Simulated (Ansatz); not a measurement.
# AlNi: the cost of one run

Computed with Ansatz 0.2.0 (DFT PBE, scalar-relativistic, plane waves, PAW, unless a step's input says otherwise).

**1. The structure to begin with**

Symmetry: Pm-3m, No. 221, cubic system. The conventional cell has a = 2.860 Å, b = 2.860 Å, c = 2.860 Å, α = 90.00°, β = 90.00°, γ = 90.00°. Al (site symmetry m-3m) is surrounded by 8 Ni at 2.48 Å. Around Ni (site symmetry m-3m) lie 8 Al at 2.48 Å.

Structure file:

```cif
data_structure
_symmetry_space_group_name_H-M 'Pm-3m'
_symmetry_Int_Tables_number 221
_cell_length_a 2.8597
_cell_length_b 2.8597
_cell_length_c 2.8597
_cell_angle_alpha 90.000
_cell_angle_beta 90.000
_cell_angle_gamma 90.000
_cell_volume 23.39
loop_
_atom_site_label
_atom_site_type_symbol
_atom_site_symmetry_multiplicity
_atom_site_Wyckoff_symbol
_atom_site_fract_x
_atom_site_fract_y
_atom_site_fract_z
_atom_site_occupancy
Al1 Al 1 b 0.50000 0.50000 0.50000 1
Ni1 Ni 1 a 0.00000 0.00000 0.00000 1
```

The structure comes from the Materials Project (structure only).

(A quick probe on a coarse mesh, which set the mesh and smearing, is not shown.)

**3. The relaxation**

The input, input.yaml:

```yaml
crystal:
  lattice:
    - [2.85971129, 0.0, 0.0]
    - [0.0, 2.85971129, 0.0]
    - [0.0, 0.0, 2.85971129]
  atoms:
    - { symbol: Al, position: [0.5, 0.5, 0.5] }
    - { symbol: Ni, position: [0.0, 0.0, 0.0] }
basis:
  ecutwfc: 420
kpoints:
  mp_grid: { grid: [14, 14, 14] }
hamiltonian:
  xc: pbe
scf:
  occupations: { method: gaussian, width: 0.1 }
output:
  forces: true
  stress: true
  eigenvalues: true
relax:
  adjacent_minimum: "off"
  f_tol: 0.005
  max_steps: 80
  cell: { stress_tol: 0.05 }
```

Run with:

```console
ansatz run input.yaml --threads 1 --pin off --max-ram 2560MiB --backend cpu --events-out ev --progress --plain --runs-dir out
```

What time and memory should one allow on 1 thread of AMD EPYC 9B14 (Zen 4), shared host?

About 7.5 s, with a peak of 0.4 GiB.
